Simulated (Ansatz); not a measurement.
Runs of Ansatz 0.2.0 on MgB2. It takes space group P6/mmm (No. 191, hexagonal). The conventional cell has a = 3.085 Å, b = 3.085 Å, c = 3.523 Å, α = 90.00°, β = 90.00°, γ = 120.00°. Mg (site symmetry 6/mmm) has 12 B at 2.51 Å as nearest neighbours. B (site symmetry -6m2) has 3 B at 1.78 Å as nearest neighbours. 

| task | level | k mesh | cutoff (eV) | atoms under strain | points for each segment of the path | gap on the mesh (eV) | pressure (GPa) | V0 of scaled cells (Å³/atom) | B0 (GPa) |
| --- | --- | --- | --- | --- | --- | --- | --- | --- | --- |
| phonons | PBEsol | 8 × 8 × 6 | 420 | - | - | none | - | - | - |
| elastic constants | PBEsol | 8 × 8 × 6 | 420 | clamped | - | none | -3.0 | - | - |
| band structure | r2SCAN | 10 × 10 × 8 | 500 | - | 14 | none | (a) | - | - |
| equation of state | r2SCAN | 10 × 10 × 8 | 500 | - | - | - | - | (b) | 157 |
| equation of state | LDA | 10 × 10 × 8 | 420 | - | - | - | - | 9.21 | 164 |

Alike in all rows: potentials or basis Ansatz PAW; no spin polarisation; cell as given; smearing fermi-dirac 0.05 eV.

Fill in the values left out.

(a) -2.1; (b) 9.55.

Caveats: the PAW data sets come from PBE, with cores solved anew for the run's functional, which leaves a small shift of forces and pressure (some runs); the cell was scaled at fixed shape and fractional positions, which overstates the stiffness of a crystal with free parameters, most of all of layers and chains (some runs); elastic constants of metals need much finer meshes, so these are rough (some runs); the PAW data sets were made with another functional, which shifts forces and pressure a little (some runs).

A gap of «none» marks a metal or a gap under the smearing width.

Runs at the PBE level aren't shown here.
